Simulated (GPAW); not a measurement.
# free-standing square Re monolayer, spacing 3.288 A: cost and accuracy of all numerical settings together, part 2 of 2

Wanted: the cheapest choice of all numerical settings together that holds the magnetic results of free-standing square Re monolayer, spacing 3.288 A.

GPAW 26.7.0; PBE; plane waves with GPAW's PAW setups, scalar-relativistic.

So far, largest spin moment in the augmentation sphere (μB): step 2 (rung 1 (280 eV, mesh 4×4×1), start ferro +) 2.95; step 3 (rung 1 (280 eV, mesh 4×2×1), start antiferro q=(0,1/2,0) +-) 3.06; step 4 (rung 2 (380 eV, mesh 6×6×1), start ferro +) 3.24; step 5 (rung 2 (380 eV, mesh 6×3×1), start antiferro q=(0,1/2,0) +-) 3.15; step 6 (rung 3 (500 eV, mesh 8×8×1), start ferro +) 3.09.

**7. Rung 3 (500 eV, mesh 8×4×1), start antiferro q=(0,1/2,0) +-**

Input file order2.py:

```python
import json
import numpy as np
from ase import Atoms
from ase.parallel import paropen, parprint
from gpaw import GPAW

atoms = Atoms(['Re', 'Re'],
    cell=[[3.288, 0.0, 0.0],
         [0.0, 6.576, 0.0],
         [0.0, 0.0, 14.0]],
    scaled_positions=[[0.0, 0.0, 0.5],
         [0.0, 0.5, 0.5]],
    pbc=True,
    magmoms=[1.0, -1.0])
atoms.calc = GPAW(mode={'name': 'pw', 'ecut': 500},
    xc='PBE',
    kpts={'size': (8, 4, 1), 'gamma': True},
    occupations={'name': 'fermi-dirac', 'width': 0.1},
    convergence={'density': 1e-05, 'energy': 1e-05},
    maxiter=200,
    symmetry={'tolerance': 1e-4},
    txt='order2.txt')
e = atoms.get_potential_energy(force_consistent=True)
res = {'free_energy': e, 'energy_sigma0': atoms.get_potential_energy(), 'fermi_energy': atoms.calc.get_fermi_level()}
res['moments'] = atoms.get_magnetic_moments().tolist()
res['total'] = atoms.get_magnetic_moment()
parprint('site moments (muB):', np.round(res['moments'], 3))
parprint(f"total moment: {res['total']:.3f} muB")
parprint(f'free energy: {e:.6f} eV')
atoms.calc.write('order2.gpw')
with paropen('results.json', 'w') as f:
    json.dump(res, f)
```

The run is started by

```bash
> OMP_NUM_THREADS=1 python3 order2.py > order2.log
```

The program printed:

```text
site moments (muB): [ 3.14 -3.14]
total moment: 0.000 muB
free energy: -11.286271 eV

--- order2.txt ---
Input parameters:
  mode=PW(ecut=500),
  convergence={'density': 1e-05, 'energy': 1e-05},
  kpts=MonkhorstPack(size=(8, 4, 1), gamma=True),
  maxiter=200,
  occupations=Occupations(name='fermi-dirac', width=0.1),
  symmetry=Symmetry(tolerance=0.0001),
  xc=XC(name='PBE')

Diagonalizing LCAO Hamiltonian
[...]
|          7 |        -4.836 |     1.000 |        -4.836 |     1.000 |
|          8 |        -4.358 |     1.000 |        -4.358 |     1.000 |
[...]
|         16 |        -1.155 |     0.000 |        -1.155 |     0.000 |
|         17 |        -0.350 |     0.000 |        -0.350 |     0.000 |
|         18 |        -0.199 |     0.000 |        -0.199 |     0.000 |
|         19 |         0.674 |     0.000 |         0.674 |     0.000 |

No gap
No difference between direct/indirect transitions


[key lines of the parts left out:]
Free energy:     -11.286271
Converged in 20 steps
dipole moment: (-22.316517, -22.316521, -0.000003)  # |e|*Ang
Fermi level: -2.119
```

Wall time 76 s (1 MPI rank of AMD EPYC 9R14 (Zen 4), shared host); peak memory 0.34 GiB.

Read from the output:

```
magnetization  : 0 μB
final state    : antiferromagnetic
largest moment : 3.140 μB
```

This start lies -216.7 meV a seeded atom from the first, a change of -59.3 meV since rung 2; its largest moment is 3.14 μB.

**8. Rung 4 (700 eV, mesh 10×10×1), start ferro +**

Input file order1.py:

```python
import json
import numpy as np
from ase import Atoms
from ase.parallel import paropen, parprint
from gpaw import GPAW

atoms = Atoms(['Re'],
    cell=[[3.288, 0.0, 0.0],
         [0.0, 3.288, 0.0],
         [0.0, 0.0, 14.0]],
    scaled_positions=[[0.0, 0.0, 0.5]],
    pbc=True,
    magmoms=[1.0])
atoms.calc = GPAW(mode={'name': 'pw', 'ecut': 700},
    xc='PBE',
    kpts={'size': (10, 10, 1), 'gamma': True},
    occupations={'name': 'fermi-dirac', 'width': 0.05},
    convergence={'density': 1e-05, 'energy': 1e-05},
    maxiter=200,
    symmetry={'tolerance': 1e-4},
    txt='order1.txt')
e = atoms.get_potential_energy(force_consistent=True)
res = {'free_energy': e, 'energy_sigma0': atoms.get_potential_energy(), 'fermi_energy': atoms.calc.get_fermi_level()}
res['moments'] = atoms.get_magnetic_moments().tolist()
res['total'] = atoms.get_magnetic_moment()
parprint('site moments (muB):', np.round(res['moments'], 3))
parprint(f"total moment: {res['total']:.3f} muB")
parprint(f'free energy: {e:.6f} eV')
atoms.calc.write('order1.gpw')
with paropen('results.json', 'w') as f:
    json.dump(res, f)
```

The run is started by

```bash
> OMP_NUM_THREADS=1 python3 order1.py > order1.log
```

The program printed:

```text
site moments (muB): [3.104]
total moment: 3.993 muB
free energy: -5.434208 eV

--- order1.txt ---
Input parameters:
  mode=PW(ecut=700),
  convergence={'density': 1e-05, 'energy': 1e-05},
  kpts=MonkhorstPack(size=(10, 10, 1), gamma=True),
  maxiter=200,
  occupations=Occupations(name='fermi-dirac', width=0.05),
  symmetry=Symmetry(tolerance=0.0001),
  xc=XC(name='PBE')

Diagonalizing LCAO Hamiltonian
[...]
|          3 |        -6.987 |     1.000 |        -5.824 |     1.000 |
|          4 |        -4.689 |     1.000 |        -3.299 |     1.000 |
[...]
|          8 |        -2.082 |     0.324 |        -0.265 |     0.000 |
|          9 |        -1.566 |     0.000 |         0.376 |     0.000 |
|         10 |         1.481 |     0.000 |         1.801 |     0.000 |
|         11 |         2.582 |     0.000 |         2.976 |     0.000 |

No gap
No difference between direct/indirect transitions


[key lines of the parts left out:]
Free energy:      -5.434208
Converged in 17 steps
dipole moment: (-11.139312, -11.139312, -0.000001)  # |e|*Ang
Fermi level: -2.119
```

The job ended after 45 s (1 MPI rank; peak memory 0.3 GiB).

Numbers from this step:

| Quantity | Value |
| --- | --- |
| magnetization | 3.993 μB |
| final state | ferromagnetic |
| largest moment | 3.104 μB |

The largest moment moves by +0.01 μB from rung 3, at 2.0 times its CPU time.

**9. Rung 4 (700 eV, mesh 10×5×1), start antiferro q=(0,1/2,0) +-**

order2.py is the script of step 7 with these lines changed:

```diff
@@ -14,6 +14,6 @@
     magmoms=[1.0, -1.0])
-atoms.calc = GPAW(mode={'name': 'pw', 'ecut': 500},
+atoms.calc = GPAW(mode={'name': 'pw', 'ecut': 700},
     xc='PBE',
-    kpts={'size': (8, 4, 1), 'gamma': True},
-    occupations={'name': 'fermi-dirac', 'width': 0.1},
+    kpts={'size': (10, 5, 1), 'gamma': True},
+    occupations={'name': 'fermi-dirac', 'width': 0.05},
     convergence={'density': 1e-05, 'energy': 1e-05},
```

The run is started by

```bash
> OMP_NUM_THREADS=1 python3 order2.py > order2.log
```

The program printed:

```text
site moments (muB): [ 3.161 -3.161]
total moment: -0.000 muB
free energy: -11.215148 eV

--- order2.txt ---
Input parameters:
  mode=PW(ecut=700),
  convergence={'density': 1e-05, 'energy': 1e-05},
  kpts=MonkhorstPack(size=(10, 5, 1), gamma=True),
  maxiter=200,
  occupations=Occupations(name='fermi-dirac', width=0.05),
  symmetry=Symmetry(tolerance=0.0001),
  xc=XC(name='PBE')

Diagonalizing LCAO Hamiltonian
[...]
|          7 |        -4.875 |     1.000 |        -4.875 |     1.000 |
|          8 |        -4.351 |     1.000 |        -4.351 |     1.000 |
[...]
|         16 |        -1.146 |     0.000 |        -1.146 |     0.000 |
|         17 |        -0.359 |     0.000 |        -0.359 |     0.000 |
|         18 |        -0.193 |     0.000 |        -0.193 |     0.000 |
|         19 |         0.714 |     0.000 |         0.714 |     0.000 |

No gap
No difference between direct/indirect transitions


[key lines of the parts left out:]
Free energy:     -11.215148
Converged in 18 steps
dipole moment: (-22.313100, -22.313099, -0.000003)  # |e|*Ang
Fermi level: -2.056
```

Run time: 2 min. Hardware: 1 MPI rank; peak memory 0.53 GiB.

This step gave:

```
magnetization  : 0 μB
final state    : antiferromagnetic
largest moment : 3.161 μB
```

This start lies -173.4 meV a seeded atom from the first, a change of +43.4 meV since rung 3; its largest moment is 3.16 μB.

**10. The rungs together**

Ladder, by row:

| rung | cutoff (eV) | mesh | smearing (eV) | state from the first start | state from the second start | second less first (meV a seeded atom) | moment, first (μB) | moment, second (μB) | CPU time (s) |
| --- | --- | --- | --- | --- | --- | --- | --- | --- | --- |
| 1 | 280 | 4x4x1 | 0.2 | ferromagnetic | antiferromagnetic | -175.6 | 2.952 | 3.056 | 23.07 |
| 2 | 380 | 6x6x1 | 0.15 | ferromagnetic | antiferromagnetic | -157.4 | 3.241 | 3.149 | 31.3 |
| 3 | 500 | 8x8x1 | 0.1 | ferromagnetic | antiferromagnetic | -216.7 | 3.094 | 3.14 | 97.39 |
| 4 | 700 | 10x10x1 | 0.05 | ferromagnetic | antiferromagnetic | -173.4 | 3.104 | 3.161 | 167.5 |

**11. Outcome**

* range of the moment in the table, second start: 3.06 to 3.16 μB
* range of CPU time: 23 s to 2.8 min
* range of the energy difference: -217 to -157 meV a seeded atom

In words: Only the last rung can serve as the reference, and the rung before it is still 43 meV away, so convergence is not shown. The second start ends lower on every rung of the table; whether functional and cell give the true order is another question.

[Logs and program files are shortened in this print: banners, set-up blocks, solver, clock and traceback lines can be left out without a mark of their own.]

[Logs are printed without paths, hosts, clocks, repeated set-up lines and the standing remarks that a program may print on its own settings, such as how far it seeks lower states.]

[Hosts, paths, dates, database ids (printed as entryN), source tags and the programs' standing remarks are cut or masked in the printed files.]

[Where a cell is said to come from a database of computed structures, the database is the Materials Project.]
